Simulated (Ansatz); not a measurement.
Crystal: Ti.

```xyz
2
Lattice="2.9500 0.0000 0.0000 -1.4750 2.5548 0.0000 0.0000 0.0000 4.6800" Properties=species:S:1:pos:R:3 pbc="T T T"
Ti    1.4750    0.8516    3.5100
Ti    0.0000    1.7032    1.1700
```

| Property | Result |
| --- | --- |
| Program | Ansatz 0.2.0 |
| Task | single point |
| Functional | PBEsol |
| Potentials or basis | Ansatz PAW |
| Cutoff | 420 eV (not typed: the program's choice for these potentials) |
| k mesh | 10 × 10 × 6 |
| Occupations | fermi-dirac, width 0.05 eV |
| Spin | no spin polarisation |

On this cell: pressure -5.7 GPa; largest force under 0.003 eV/Å; band gap on the k mesh none (metal or under the smearing width).

The same run follows on a disturbed copy (atoms moved at random, drawn with an rms of 0.05 Å):

```
CELL_PARAMETERS angstrom
2.95000 0.00000 0.00000
-1.47500 2.55477 0.00000
0.00000 0.00000 4.68000
ATOMIC_POSITIONS crystal
Ti 0.68616 0.32688 0.74849
Ti 0.33797 0.67291 0.24873
```

Problem. What does the disturbed cell give?

Solution. The energy (extrapolated to zero smearing) moves by +1.9 meV/atom; pressure -5.7 GPa; largest force 0.101 eV/Å; band gap on the k mesh none (metal or under the smearing width).

Forces on the atoms (eV/Å):
```
Ti  -0.090  0.046  0.003
Ti   0.090 -0.046 -0.003
```

Stress tensor (GPa, compression positive):
```
-5.93  0.67  0.00
 0.67 -5.24  0.00
 0.00  0.00 -6.01
```

Caveats: the PAW data sets come from PBE, with cores solved anew for the run's functional, which leaves a small shift of forces and pressure.
